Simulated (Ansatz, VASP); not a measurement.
**One calculation of Mg, two programs**

```
Mg
1.0
     0.00000    2.24426    2.24426
     2.24426    0.00000    2.24426
     2.24426    2.24426    0.00000
Mg
1
Direct
  0.00000 0.00000 0.00000
```

This isn't the form of Mg at room conditions, which is hcp.

Alike in both runs: task relaxation of cell and atoms; functional r2SCAN; k mesh 10 × 10 × 10; occupations fermi-dirac, width 0.05 eV; no spin polarisation.

```csv
,VASP,Ansatz
version,VASP 6.6.1,Ansatz 0.2.0
potentials or method,"VASP PAW PBE potentials, release 64 (Mg)",Ansatz PAW
plane-wave cutoff (eV),600,500
valence electrons in the cell,2,10
```

Ansatz gave:

* gap on the k mesh at the Fermi level, each at its own relaxed structure (eV): none
* relaxed volume (Å³/atom): 22.71
* relaxed cell length with the largest relative difference (Å): 3.179

Task: Which values does VASP return?

Result: gap on the k mesh at the Fermi level, each at its own relaxed structure (eV): none; relaxed volume (Å³/atom): 22.61; relaxed cell length with the largest relative difference (Å): 3.174.

A gap of «none» marks a metal or a gap that the smearing closes. The two sets of potentials don't hold the same shells in valence.

Caveats: the relaxation stopped at its first step, so nothing moved (VASP); the PAW data sets were made with another functional, which shifts forces and pressure a little (VASP); the plane-wave basis is chosen anew once the cell has moved, so the energies of steps on either side of that aren't comparable (Ansatz); the PAW data sets come from PBE, with cores solved anew for the run's functional, which leaves a small shift of forces and pressure (Ansatz).
